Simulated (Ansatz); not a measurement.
The system is SiNi.

```xyz
8
Lattice="5.1731 0.0000 0.0000 0.0000 3.3381 0.0000 0.0000 0.0000 5.6049" Properties=species:S:1:pos:R:3 pbc="T T T"
Ni    5.1328    2.5036    4.5539
Ni    2.6268    0.8345    1.7514
Ni    2.5463    2.5036    3.8535
Ni    0.0403    0.8345    1.0510
Si    3.5111    0.8345    5.1425
Si    4.2486    2.5036    2.3400
Si    0.9245    0.8345    3.2649
Si    1.6620    2.5036    0.4624
```

- Program: Ansatz 0.2.0
- Task: relaxation of cell and atoms
- Functional: PBE
- Dispersion: D3(BJ)-ATM
- Potentials or basis: Ansatz PAW
- Cutoff: 420 eV (not typed: the program's choice for these potentials)
- k mesh: 5 × 8 × 5
- Occupations: fermi-dirac, width 0.05 eV
- Spin: collinear spin, ferromagnetic start
- Starting moments: [1.0, 1.0, 1.0, 1.0, 0.0, 0.0, 0.0, 0.0] μB

At the start: volume 12.10 Å³/atom.

Task: How do energy, volume and symmetry change on relaxing?

Result: It ends after 6 steps and the volume is 11.88 Å³/atom (-1.8 %); space group Pnma (No. 62, to 0.05 Å); moment 0.00 μB per cell.

The path:
| step | energy change (eV) | largest force (eV/Å) | volume (Å³) |
| --- | --- | --- | --- |
| 1 | 0.0000 | 0.0666 | 96.79 |
| 2 | -0.0255 | 0.0552 | 95.82 |
| 3 | -0.0332 | 0.0342 | 94.83 |
| 4 | -0.0335 | 0.0124 | 94.98 |
| 5 | -0.0336 | 0.0018 | 95.01 |
| 6 | -0.0330 | 0.0018 | 95.01 |

Final structure:
```
Ni Si
1.0
     5.08325    0.00000    0.00000
     0.00000    3.37490    0.00000
     0.00000    0.00000    5.53790
Ni Si
4 4
Direct
  0.99036 0.75000 0.81255
  0.50964 0.25000 0.31255
  0.49036 0.75000 0.68745
  0.00964 0.25000 0.18745
  0.67766 0.25000 0.91317
  0.82234 0.75000 0.41317
  0.17766 0.25000 0.58683
  0.32234 0.75000 0.08683
```

The cell as given is a measured one (12.10 Å³/atom); PBE+D3(BJ)-ATM puts the equilibrium volume -1.8 % from it, thermal expansion not counted.

Caveat: the plane-wave basis is chosen anew once the cell has moved, so the energies of steps on either side of that aren't comparable; pairwise dispersion overbinds metals, which lowers pressure and volume; the starting moments weren't kept.
